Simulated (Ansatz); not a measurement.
CuAu:

```
Au Cu
1.0
     1.44306    0.83315    4.25617
    -1.44306    0.83315    4.25617
     0.00000   -1.66630    4.25617
Au Cu
1 1
Direct
  0.00000 0.00000 0.00000
  0.50000 0.50000 0.50000
```

The cell comes from a database or a generator and needn't be the stable form of this composition.

Base run:

| Quantity | Value |
| --- | --- |
| Program | Ansatz 0.2.0 |
| Functional | PBE |
| Potentials or basis | all-electron LAPW, scalar-relativistic |
| Cutoff | 273 eV (chosen from the basis error) |
| Basis error allowed | 0.001 eV/atom |
| k mesh | 11 × 11 × 11 |
| Occupations | fermi-dirac, width 0.05 eV |
| Spin | no spin polarisation |

Its results: pressure -0.4 GPa.

The run is repeated on the same cell with these changes: functional from PBE to PBEsol. What comes out?

Pressure -8.1 GPa.

PBEsol binds more tightly than PBE, so the same cell stands under less pressure.
